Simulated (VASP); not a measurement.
Write the native input for VASP 6.6.1 that does the following.

- Task: relaxation of cell and atoms
- Functional: LDA
- Potentials or basis: VASP PAW LDA potentials, release 64 (Hf_pv, B)
- Cutoff: 600 eV
- k mesh: 15 × 15 × 12
- Occupations: gaussian, width 0.1 eV
- Spin: no spin polarisation
- Dipole correction: no
- Further INCAR settings: ALGO = Fast; EDIFF = 1e-06; IBRION = 2; EDIFFG = -0.002; NSW = 100; ISIF = 3

The structure of HfB2 lies in POSCAR:

```
HfB2
1.0
    3.1056259486      0.0000000000      0.0000000000
   -1.5528129743      2.6895509661      0.0000000000
    0.0000000000      0.0000000000      3.4182041221
Hf B
1 2
Direct
    0.0000000000      0.0000000000      0.0000000000
    0.3333333333      0.6666666667      0.5000000000
    0.6666666667      0.3333333333      0.5000000000
```

The cell comes from a database or a generator and needn't be the stable form of this composition.

One way to write it, as run:

INCAR

```
ALGO = Fast
EDIFF = 1E-6
EDIFFG = -0.002
ENCUT = 600
IBRION = 2
ISIF = 3
ISMEAR = 0
LASPH = T
LCHARG = F
LREAL = F
LWAVE = F
NELM = 100
NSW = 100
PREC = Accurate
SIGMA = 0.1
```

KPOINTS

```
k-points
0
Gamma
  15 15 12
```

Potentials or basis: VASP PAW LDA potentials, release 64 (Hf_pv, B).

Launch:

```sh
$ cat potpaw_LDA.64/Hf_pv/POTCAR potpaw_LDA.64/B/POTCAR > POTCAR
$ mpirun -np 1 vasp_std > vasp.out
```

Results of the run:

```json
{
  "Relaxed volume": "9.54 Å³/atom",
  "Relaxed cell": "a = 3.104 Å, b = 3.104 Å, c = 3.429 Å, α = 90.00°, β = 90.00°, γ = 120.00°",
  "Space group after relaxing (to 0.05 Å)": "P6/mmm (No. 191)",
  "Energy gained by relaxing": "0.1 meV/atom",
  "Ionic steps": "5",
  "Pressure after relaxing": "0.0 GPa",
  "Band gap on the k mesh": "none (metal or under the smearing width)"
}
```

Run time: 83 s on 1 thread of Intel(R) Xeon(R) 6975P-C (Granite Rapids), on a shared host, peak memory 0.22 GiB.
